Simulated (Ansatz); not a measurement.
Bands of Ba

```
CELL_PARAMETERS angstrom
0.00000 3.23267 3.23267
3.23267 0.00000 3.23267
3.23267 3.23267 0.00000
ATOMIC_POSITIONS crystal
Ba 0.00000 0.00000 0.00000
```

The conventional cell has a = 6.465 Å, b = 6.465 Å, c = 6.465 Å, α = 90.00°, β = 90.00°, γ = 90.00°.

The cell is the one relaxed in the Materials Project (mp-10679), not relaxed further here; entries there can be hypothetical.

Level of theory: DFT, PBE, all-electron LAPW, Dirac equation with spin-orbit coupling in Ansatz 0.2.0.

Sampling and basis: a Γ-centred 9×9×9 k mesh, Fermi–Dirac smearing of 0.05 eV, basis error target 0.25 meV/atom, no spin polarisation.

Points in fractions of the reciprocal vectors of this cell: Γ (0, 0, 0), X (0.5, 0, 0.5), U (0.625, 0.25, 0.625), K (0.375, 0.375, 0.75), L (0.5, 0.5, 0.5), W (0.5, 0.25, 0.75). The path joins them by straight lines in the order Γ–X–U–K–Γ–L–W–X; legs that retrace an earlier one aren't tabulated. Energies are in eV from the Fermi level.

Q: Metal or insulator at this level of theory?

A: No gap opens: metallic or semimetallic.

Q: Tabulate bands 18 to 23, counted from the lowest band of the run, along the path.

A: 
```
k (1/Å)  point  band 18  band 19  band 20  band 21  band 22  band 23
   0.00      Γ   -13.40    -2.78    -2.78     1.64     1.64     1.64
   0.19          -13.41    -2.57    -2.57     1.36     1.36     1.75
   0.39          -13.45    -1.98    -1.98     0.79     0.79     1.88
   0.58          -13.50    -1.24    -1.24     0.29     0.29     1.30
   0.78          -13.53    -0.82    -0.82    -0.04    -0.04     1.39
   0.97      X   -13.55    -0.78    -0.78    -0.15    -0.15     1.71
   1.04          -13.55    -0.76    -0.76    -0.13    -0.13     1.68
   1.11          -13.55    -0.69    -0.69    -0.09    -0.09     1.57
   1.18          -13.56    -0.58    -0.58    -0.02    -0.02     1.43
   1.25          -13.56    -0.44    -0.44     0.06     0.06     1.27
   1.32      U   -13.56    -0.28    -0.28     0.11     0.11     1.10
   1.43          -13.56    -0.15    -0.15     0.15     0.15     0.96
   1.55          -13.57    -0.02    -0.02     0.24     0.24     0.75
   1.67          -13.57    -0.02    -0.02     0.24     0.24     0.75
   1.79          -13.56    -0.15    -0.15     0.15     0.15     0.96
   1.91      K   -13.56    -0.28    -0.28     0.11     0.11     1.10
   2.12          -13.54    -0.19    -0.19     0.33     0.33     0.73
   2.32          -13.48    -1.01    -1.01     0.64     0.64     1.03
   2.53          -13.44    -1.89    -1.89     0.89     0.89     1.64
   2.74          -13.41    -2.54    -2.54     1.36     1.36     1.74
   2.94      Γ   -13.40    -2.78    -2.78     1.64     1.64     1.64
   3.11          -13.40    -2.62    -2.62     1.45     1.45     1.70
   3.28          -13.42    -2.18    -2.18     1.05     1.05     1.79
   3.45          -13.43    -1.59    -1.59     0.76     0.76     1.70
   3.61          -13.45    -1.12    -1.12     0.73     0.73     1.55
   3.78      L   -13.45    -0.97    -0.97     0.81     0.81     1.49
   3.92          -13.47    -0.85    -0.85     0.70     0.70     1.40
   4.06          -13.50    -0.54    -0.54     0.44     0.44     1.13
   4.20          -13.54    -0.10    -0.10     0.17     0.17     0.86
   4.33          -13.58    -0.03    -0.03     0.36     0.36     0.67
   4.47      W   -13.59    -0.10    -0.10     0.56     0.56     0.64
   4.57          -13.58    -0.19    -0.19     0.34     0.34     0.88
   4.66          -13.57    -0.40    -0.40     0.13     0.13     1.17
   4.76          -13.56    -0.60    -0.60    -0.02    -0.02     1.44
   4.86          -13.55    -0.73    -0.73    -0.12    -0.12     1.64
   4.96      X   -13.55    -0.78    -0.78    -0.15    -0.15     1.71
```
